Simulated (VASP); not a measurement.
A run of VASP 6.6.1 is set up as follows.

File INCAR:

```
SYSTEM = Li
PREC = Accurate
ENCUT = 520
EDIFF = 1E-7
ISMEAR = -1
SIGMA = 0.05
LREAL = .False.
LASPH = .True.
NELM = 100
ALGO = Normal
ISIF = 2
LWAVE = .False.
LCHARG = .False.
GGA = PE
NBANDS = 12
```

The input KPOINTS:

```
Automatic mesh
0
Gamma
  5 5 9
  0 0 0
```

File POSCAR:

```
Li
1.0
    5.3344400000      0.0000000000      0.0000000000
    0.0000000000      5.3344400000      0.0000000000
    0.0000000000      0.0000000000      2.8026500000
Li
3
Direct
    0.5000000000      0.0000000000      0.5000000000
    0.0000000000      0.5000000000      0.5000000000
    0.5000000000      0.5000000000      0.5000000000
```

File KPOINTS_OPT:

```
path GXMGZRAZ,XR,MA
15
line-mode
reciprocal
 0.0000000000  0.0000000000  0.0000000000  G
 0.0000000000  0.5000000000  0.0000000000  X

 0.0000000000  0.5000000000  0.0000000000  X
 0.5000000000  0.5000000000  0.0000000000  M

 0.5000000000  0.5000000000  0.0000000000  M
 0.0000000000  0.0000000000  0.0000000000  G

 0.0000000000  0.0000000000  0.0000000000  G
 0.0000000000  0.0000000000  0.5000000000  Z

 0.0000000000  0.0000000000  0.5000000000  Z
 0.0000000000  0.5000000000  0.5000000000  R

 0.0000000000  0.5000000000  0.5000000000  R
 0.5000000000  0.5000000000  0.5000000000  A

 0.5000000000  0.5000000000  0.5000000000  A
 0.0000000000  0.0000000000  0.5000000000  Z

 0.0000000000  0.5000000000  0.0000000000  X
 0.0000000000  0.5000000000  0.5000000000  R

 0.5000000000  0.5000000000  0.0000000000  M
 0.5000000000  0.5000000000  0.5000000000  A
```

Potentials or basis: VASP PAW PBE potentials, release 64 (Li_sv).

Command:

```console
$ cat potpaw_PBE.64/Li_sv/POTCAR > POTCAR
$ mpirun -np 1 vasp_std > vasp.out
```

What does it give for the band gap along the path?

None (metal or under the smearing width).

Levels at the corners of the path, in eV from the Fermi level:
```csv
point,band 1,band 2,band 3,band 4,band 5,band 6,band 7,band 8,band 9
Γ,-47.23,-47.23,-46.66,-3.06,0.05,0.05,2.44,3.08,4.86
X,-47.23,-47.23,-46.66,-2.25,-1.82,0.64,2.52,3.35,3.44
X,-47.23,-47.23,-46.66,-2.25,-1.82,0.64,2.52,3.35,3.44
M,-47.23,-47.23,-46.66,-1.59,-0.94,-0.94,-0.26,5.86,7.00
M,-47.23,-47.23,-46.66,-1.59,-0.94,-0.94,-0.26,5.86,7.00
Γ,-47.23,-47.23,-46.66,-3.06,0.05,0.05,2.44,3.08,4.86
Γ,-47.23,-47.23,-46.66,-3.06,0.05,0.05,2.44,3.08,4.86
Z,-47.21,-47.21,-46.65,-0.38,2.16,3.21,3.65,3.65,4.99
Z,-47.21,-47.21,-46.65,-0.38,2.16,3.21,3.65,3.65,4.99
R,-47.21,-47.21,-46.65,0.39,1.48,2.77,2.79,4.13,4.54
R,-47.21,-47.21,-46.65,0.39,1.48,2.77,2.79,4.13,4.54
A,-47.21,-47.21,-46.65,1.53,1.79,1.79,2.98,3.84,3.84
A,-47.21,-47.21,-46.65,1.53,1.79,1.79,2.98,3.84,3.84
Z,-47.21,-47.21,-46.65,-0.38,2.16,3.21,3.65,3.65,4.99
X,-47.23,-47.23,-46.66,-2.25,-1.82,0.64,2.52,3.35,3.44
R,-47.21,-47.21,-46.65,0.39,1.48,2.77,2.79,4.13,4.54
M,-47.23,-47.23,-46.66,-1.59,-0.94,-0.94,-0.26,5.86,7.00
A,-47.21,-47.21,-46.65,1.53,1.79,1.79,2.98,3.84,3.84
```
